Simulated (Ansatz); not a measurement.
# CoSi (P2_13), random displacements

These are results of Ansatz 0.2.0, DFT PBE, scalar-relativistic, plane waves, PAW, not measurements. Cutoff 420 eV, Γ-centred 10×10×10 k-points, Gaussian smearing of 0.15 eV. No spin polarisation. A magnetic state may lie lower. Energies are free energies at this smearing, counted from the undisturbed cell; pressure is positive in compression.

The undisturbed cell (relaxed at this level):

```
CELL_PARAMETERS angstrom
4.43085 0.00000 0.00000
0.00000 4.43085 0.00000
0.00000 0.00000 4.43085
ATOMIC_POSITIONS crystal
Co 0.14502 0.14502 0.14502
Co 0.35498 0.85498 0.64502
Co 0.64502 0.35498 0.85498
Co 0.85498 0.64502 0.35498
Si 0.84316 0.84316 0.84316
Si 0.65684 0.15684 0.34316
Si 0.34316 0.65684 0.15684
Si 0.15684 0.34316 0.65684
```

The atoms are displaced (Å, in the unstrained cell):

```csv
atom,ux,uy,uz
Co1,-0.119,-0.032,0.422
Co2,-0.332,-0.003,-0.308
Co3,0.138,0.209,0.413
Co4,0.224,-0.428,-0.089
Si5,0.327,0.094,-0.028
Si6,-0.091,-0.110,-0.102
Si7,-0.060,0.081,-0.377
Si8,-0.088,0.189,0.069
```

The cell is not strained.

(1) What are the energy change, the stress and the forces?

Answers

(1) ΔE = 985.3 meV/atom; stress (xx, yy, zz, yz, xz, xy; compression positive) (40.60, 39.85, 49.29, -0.76, 8.73, -9.89) GPa.
| atom | Fx (eV/Å) | Fy | Fz |
| --- | --- | --- | --- |
| Co1 | 1.29 | -1.46 | -6.16 |
| Co2 | 5.85 | -1.17 | 1.91 |
| Co3 | -0.44 | -2.05 | -6.99 |
| Co4 | -2.89 | 8.07 | 1.48 |
| Si5 | -5.39 | 0.79 | 1.24 |
| Si6 | -1.16 | -1.79 | 2.68 |
| Si7 | 0.37 | 1.03 | 2.75 |
| Si8 | 2.36 | -3.42 | 3.10 |

Cost: 1 run of about 2.8 core-minutes, on Intel Xeon Platinum 8259CL (Skylake/Cascade Lake) (shared hosts).